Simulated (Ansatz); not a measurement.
# Lu: levels along high-symmetry lines

```yaml
crystal:
  lattice:
    - [-1.94997, 1.94997, 1.94997]
    - [1.94997, -1.94997, 1.94997]
    - [1.94997, 1.94997, -1.94997]
  atoms:
    - { symbol: Lu, position: [0.00000, 0.00000, 0.00000] }
```

The structure comes from a relaxation in the same program, started in the bcc type, and has space group Im-3m. Whether it is a known phase or the ground state wasn't checked.

Spin–orbit coupling is left out, though it moves levels of the heavy atoms by tenths of an eV or more.

Level of theory: DFT, PBE, all-electron LAPW, scalar-relativistic in Ansatz 0.2.0.

Numerical set-up: a Γ-centred 15×15×15 k mesh, Fermi–Dirac smearing of 0.08 eV, basis error target 0.5 meV/atom, no spin polarisation.

Points in fractions of the reciprocal vectors of this cell: Γ (0, 0, 0), H (0.5, -0.5, 0.5), N (0, 0, 0.5), P (0.25, 0.25, 0.25). The path joins them by straight lines in the order Γ–H–N–Γ–P–H–P–N; legs that retrace an earlier one aren't tabulated. Energies are in eV from the Fermi level.

Q: Metal or insulator at this level of theory?

A: No gap opens: metallic or semimetallic.

Q: Tabulate bands 14 to 20, counted from the lowest band of the run, along the path.

A: 
```
k (1/Å)  point  band 14  band 15  band 16  band 17  band 18  band 19  band 20
   0.00      Γ    -5.11    -5.11    -5.11    -5.09     2.11     2.11     2.11
   0.23           -5.11    -5.11    -5.11    -5.10     2.03     2.03     2.26
   0.46           -5.12    -5.11    -5.11    -4.99     1.91     1.91     2.55
   0.69           -5.15    -5.12    -5.12    -3.76     1.25     1.97     1.97
   0.92           -5.14    -5.12    -5.12    -2.40     0.11     2.36     2.36
   1.15           -5.14    -5.11    -5.11    -1.47    -0.75     3.15     3.15
   1.38           -5.11    -5.11    -5.11    -1.37    -1.29     4.35     4.35
   1.61      H    -5.10    -5.10    -5.10    -1.47    -1.47     5.61     5.61
   1.77           -5.11    -5.11    -5.10    -1.40    -1.39     4.43     4.70
   1.94           -5.12    -5.11    -5.11    -1.20    -1.19     3.05     3.55
   2.10           -5.13    -5.11    -5.11    -1.12    -0.86     2.17     2.50
   2.26           -5.13    -5.12    -5.12    -1.43    -0.46     1.61     2.16
   2.42           -5.12    -5.12    -5.12    -1.95    -0.04     0.95     2.81
   2.59           -5.12    -5.12    -5.10    -2.36     0.29     0.53     3.64
   2.75      N    -5.12    -5.11    -5.10    -2.51     0.39     0.43     4.07
   2.91           -5.12    -5.11    -5.10    -2.71     0.38     0.46     4.14
   3.08           -5.13    -5.12    -5.10    -3.28     0.46     0.65     4.15
   3.24           -5.13    -5.12    -5.10    -4.08     0.81     0.95     4.00
   3.40           -5.13    -5.11    -5.10    -4.89     1.33     1.33     3.39
   3.56           -5.12    -5.12    -5.11    -5.10     1.70     1.81     2.69
   3.73           -5.11    -5.11    -5.11    -5.09     2.00     2.05     2.26
   3.89      Γ    -5.11    -5.11    -5.11    -5.09     2.11     2.11     2.11
   4.09           -5.11    -5.11    -5.11    -5.10     1.96     1.96     2.36
   4.29           -5.13    -5.11    -5.11    -5.10     1.50     1.50     3.11
   4.49           -5.12    -5.12    -5.11    -4.31     0.88     0.88     4.28
   4.69           -5.12    -5.12    -5.12    -3.13     0.33     0.33     4.58
   4.89           -5.13    -5.12    -5.12    -1.86    -0.03    -0.03     4.88
   5.09           -5.14    -5.12    -5.12    -0.72    -0.21    -0.21     4.81
   5.28      P    -5.13    -5.13    -5.13    -0.24    -0.24    -0.24     4.07
   5.48           -5.13    -5.13    -5.13    -0.55    -0.22    -0.22     4.59
   5.68           -5.13    -5.12    -5.12    -0.81    -0.23    -0.23     4.78
   5.88           -5.13    -5.13    -5.11    -0.54    -0.37    -0.37     4.44
   6.08           -5.12    -5.12    -5.11    -0.67    -0.67     0.37     4.33
   6.28           -5.12    -5.12    -5.11    -1.05    -1.05     1.88     4.57
   6.48           -5.11    -5.11    -5.10    -1.36    -1.36     3.85     5.10
   6.68      H    -5.10    -5.10    -5.10    -1.47    -1.47     5.61     5.61
   8.08      P    -5.13    -5.13    -5.13    -0.24    -0.24    -0.24     4.07
   8.19           -5.13    -5.13    -5.13    -0.42    -0.22    -0.20     4.29
   8.31           -5.13    -5.13    -5.12    -0.85    -0.15    -0.11     4.64
   8.42           -5.12    -5.12    -5.12    -1.36    -0.03     0.01     4.56
   8.54           -5.12    -5.12    -5.11    -1.83     0.11     0.16     4.37
   8.65           -5.12    -5.12    -5.11    -2.20     0.25     0.29     4.21
   8.77           -5.12    -5.11    -5.10    -2.43     0.35     0.39     4.10
   8.88      N    -5.12    -5.11    -5.10    -2.51     0.39     0.43     4.07
```
